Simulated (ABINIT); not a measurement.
# SiO2 (P6_322) in ABINIT: reference runs, part 2 of 2

ABINIT 10.8.3 (patched build). The steps go on from the part before.

## (3) Single point, PBE (atoms moved at random, drawn with an rms of 0.05 Å)

run.abi reads:

```
# Pseudopotentials
pp_dirpath "./"
pseudos "Si.GGA_PBE-JTH.xml, O.GGA_PBE-JTH.xml"

# Structure
acell 3*1.0
rprim
     9.5791613548     0.0000000000     0.0000000000
    -4.7895806773     8.2957970802     0.0000000000
     0.0000000000     0.0000000000    16.1731993813
ntypat 2
znucl 14 8
natom 12
typat 1 1 1 1 2 2 2 2 2 2 2 2
xcart
     0.0192650153     2.9384240344     3.7273929289
     0.0140286620     2.9770731257     0.5385942423
     2.5264010807     1.4308153478     4.7881919080
     2.4961716585     1.4365003289     7.9850270154
     2.0745463688    -0.0199084086    -0.0108179295
     0.0198707697     2.9765243823     2.1634917595
     2.5398366610     1.4350692063     6.4548548493
    -1.4468100002     2.5713849756     4.3152669483
     1.4405623666     2.5665165247     0.0044760895
     2.9274586031    -0.0255889997     4.2556057247
     1.0535132299     1.8840905208     4.2330797828
    -1.0726591219     1.8299624772     0.0280718424 Angstrom
chkprim 0
chksymtnons 0
tolsym 1.0e-6

# Plane-wave basis
ecut 23.0
pawecutdg 45.0
pawxcdev 0
pawovlp 30

# k points
kptopt 1
ngkpt 6 6 3
nshiftk 1
shiftk 0.0 0.0 0.0

# Exchange and correlation
ixc 11

# Bands and occupations
nband 40
occopt 3
tsmear 0.00183747

# SCF cycle
nstep 100
tolvrs 1.0e-9

# Output
iomode 3
prtwf 0
prteig 0
prtebands 0
enunit 1
prtden 1
prtvha 1
prtvclmb 1
prtpot 1
```

Potentials or basis: JTH PAW PBE v2.0.

Launch:

```
mpirun --bind-to none -np 4 abinit run.abi > log 2>&1
```

run.abo:

```text
.Version 10.8.3 of ABINIT
 Symmetries : space group P1 (#  1); Bravais aP (primitive triclinic)
================================================================================
 Values of the parameters that define the memory need of the present run
     intxc =       0    ionmov =       0      iscf =      17    lmnmax =       8
     lnmax =       4     mgfft =      72  mpssoang =       2    mqgrid =    4884
     natom =      12  nloc_mem =       2    nspden =       1   nspinor =       1
    nsppol =       1      nsym =       1    n1xccc =       1    ntypat =       2
    occopt =       3   xclevel =       2
       mpw =        6800          nfft =      145800          nkpt =          56
Pmy_natom=         3
 PAW method is used; the additional fine FFT grid is defined by:
   mgfftf=       100    nfftf =    360000
================================================================================
================================================================================

--------------------------------------------------------------------------------
------------- Echo of variables that govern the present computation ------------
--------------------------------------------------------------------------------
 -outvars: echo values of preprocessed input variables --------
            acell      1.0000000000E+00  1.0000000000E+00  1.0000000000E+00 Bohr
              amu      2.80855000E+01  1.59994000E+01
          chkprim           0
      chksymtnons           0
             ecut      2.30000000E+01 Hartree
           enunit           1
                       outvar_i_n : Printing only first  50 k-points.
              ixc          11
                       outvar_i_n : Printing only first  50 k-points.
         kptrlatt        6    0    0      0    6    0      0    0    3
          kptrlen      4.85195981E+01
            natom          12
            nband          40
            ngfft          45      45      72
          ngfftdg          60      60     100
             nkpt          56
            nstep         100
             nsym           1
           ntypat           2
                       prtocc : prtvol=0, do not print more k-points.
           occopt           3
        pawecutdg      4.50000000E+01 Hartree
[... 352 lines left out ...]
 Cartesian components of stress tensor (hartree/bohr^3)
  sigma(1 1)=  1.32122589E-05  sigma(3 2)=  2.21687533E-05
  sigma(2 2)= -1.47148686E-04  sigma(3 1)=  8.80878739E-06
  sigma(3 3)= -1.46358506E-04  sigma(2 1)=  8.26342193E-05

-Cartesian components of stress tensor (GPa)         [Pressure=  2.7489E+00 GPa]
- sigma(1 1)=  3.88718077E-01  sigma(3 2)=  6.52227241E-01
- sigma(2 2)= -4.32926380E+00  sigma(3 1)=  2.59163473E-01
- sigma(3 3)= -4.30601592E+00  sigma(2 1)=  2.43118267E+00

== END DATASET(S) ==============================================================
================================================================================

 -outvars: echo values of variables after computation  --------
            acell      1.0000000000E+00  1.0000000000E+00  1.0000000000E+00 Bohr
           etotal     -1.4574806165E+02
            fcart     -3.4447719016E-02 -1.0152629795E-02 -9.5993713947E-04
                      -3.1519710933E-02 -4.3676267561E-02  1.4507091543E-02
                       5.4645116741E-03  2.7868875463E-02  1.5823784399E-02
                       1.8081351159E-02  2.4305103554E-02  7.1505998023E-02
                      -7.1013558811E-03  2.8119101813E-02 -8.4802697912E-03
                      -2.0275463520E-03  8.2861580725E-04 -3.7018649771E-02
                      -4.2591166427E-03 -1.6663037037E-03 -8.5509389982E-02
                      -1.8863464132E-02 -1.8118414526E-02  5.1804851417E-03
                       3.0254348320E-02 -1.4723863058E-02 -1.4424993937E-02
                       9.7430369851E-03  4.0976179311E-02  1.7275478735E-02
                       4.4106921288E-02 -3.7365622702E-02  2.3106681373E-02
                      -9.4312564700E-03  3.6052253974E-03 -1.0062785959E-03
            rprim      9.5791613548E+00  0.0000000000E+00  0.0000000000E+00
                      -4.7895806773E+00  8.2957970802E+00  0.0000000000E+00
                       0.0000000000E+00  0.0000000000E+00  1.6173199381E+01
           strten      1.3212258880E-05 -1.4714868564E-04 -1.4635850626E-04
                       2.2168753344E-05  8.8087873949E-06  8.2634219343E-05
           xangst      1.9265015300E-02  2.9384240344E+00  3.7273929289E+00
                       1.4028662000E-02  2.9770731257E+00  5.3859424230E-01
                       2.5264010807E+00  1.4308153478E+00  4.7881919080E+00
                       2.4961716585E+00  1.4365003289E+00  7.9850270154E+00
                       2.0745463688E+00 -1.9908408600E-02 -1.0817929500E-02
                       1.9870769700E-02  2.9765243823E+00  2.1634917595E+00
                       2.5398366610E+00  1.4350692063E+00  6.4548548493E+00
                      -1.4468100002E+00  2.5713849756E+00  4.3152669483E+00
                       1.4405623666E+00  2.5665165247E+00  4.4760895000E-03
                       2.9274586031E+00 -2.5588999700E-02  4.2556057247E+00
                       1.0535132299E+00  1.8840905208E+00  4.2330797828E+00
                      -1.0726591219E+00  1.8299624772E+00  2.8071842400E-02
             xred      3.3847700022E-01  6.6935300046E-01  4.3552000029E-01
                       3.4184600023E-01  6.7815700046E-01  6.2931000042E-02
                       6.6136000045E-01  3.2593000021E-01  5.5946700038E-01
                       6.5604400043E-01  3.2722500022E-01  9.3299500064E-01
                       4.0698800027E-01 -4.5350000118E-03 -1.2639999992E-03
                       3.4293600023E-01  6.7803200045E-01  2.5278900017E-01
                       6.6449500045E-01  3.2689900023E-01  7.5420500051E-01
                       7.4529999916E-03  5.8574400039E-01  5.0420900035E-01
                       5.7650400038E-01  5.8463500040E-01  5.2299999961E-04
                       5.7459900038E-01 -5.8290000107E-03  4.9723800034E-01
                       4.2242300029E-01  4.2918300030E-01  4.9460600034E-01
                      -3.1820000001E-03  4.1685300028E-01  3.2800000009E-03
 Calculation completed.
```

Wall time 15 min (4 MPI ranks of Arm Neoverse N1, shared host); peak memory 1 GiB.

Results:

```
Free energy            : -3966.0068 eV
Pressure               : 2.7 GPa
Largest force          : 4.403 eV/Å
Band gap on the k mesh : 5.38 eV, indirect (least direct gap 5.40 eV)
```

Forces in eV/Å, atoms in the order of the input:
```
Si  -1.771 -0.522 -0.049
Si  -1.621 -2.246  0.746
Si   0.281  1.433  0.814
Si   0.930  1.250  3.677
O   -0.365  1.446 -0.436
O   -0.104  0.043 -1.904
O   -0.219 -0.086 -4.397
O   -0.970 -0.932  0.266
O    1.556 -0.757 -0.742
O    0.501  2.107  0.888
O    2.268 -1.921  1.188
O   -0.485  0.185 -0.052
```

Stress tensor (GPa, compression positive):
```
-0.39 -2.43 -0.26
-2.43  4.33 -0.65
-0.26 -0.65  4.31
```

Caveat: an odd mesh through Γ misses points on the zone boundary, where band edges often lie; the atomic spheres overlap.
